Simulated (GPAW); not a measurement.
Here is a GPAW 26.7.0 calculation.

Contents of run.py:

```python
from ase.dft.bandgap import bandgap
from ase.io import read, write
from ase.units import GPa
from gpaw import GPAW, PW

atoms = read('POSCAR')

calc = GPAW(mode=PW(600),
            xc='PBE',
            kpts={'size': (11, 11, 11), 'gamma': True},
            occupations={'name': 'methfessel-paxton', 'order': 0, 'width': 0.022},
            nbands=11,
            convergence={'density': 1e-05, 'energy': 1e-05},
            maxiter=150,
            txt='gpaw.txt')
atoms.calc = calc
energy = atoms.get_potential_energy()
forces = atoms.get_forces()
stress = atoms.get_stress()
calc.write('gs.gpw')
write('result.traj', atoms)
print(f'Energy: {energy:.6f} eV')
print('Forces (eV/A):')
print(forces.round(4))
print('Stress (GPa):', (stress / GPa).round(3))
print('Fermi level:', round(calc.get_fermi_level(), 4), 'eV')
print(f'Gap: {bandgap(calc)[0]:.4f} eV, direct: {bandgap(calc, direct=True)[0]:.4f} eV')
```

POSCAR

```
Ge
1.0
   -2.5744897190      2.5744897190      1.3974126432
    2.5744897190     -2.5744897190      1.3974126432
    2.5744897190      2.5744897190     -1.3974126432
Ge
2
Direct
    0.5000000000      0.5000000000      0.0000000000
    0.2500000000      0.7500000000      0.5000000000
```

Potentials or basis: GPAW PAW data sets (gpaw-data 1.2.1), pw.

Run with:

```bash
$ OMP_NUM_THREADS=1 python run.py
```

(1) What does it give for the band gap on the k mesh?

(2) Predict the pressure.

Results:

(1) none (metal or under the smearing width).

(2) 3.1 GPa.
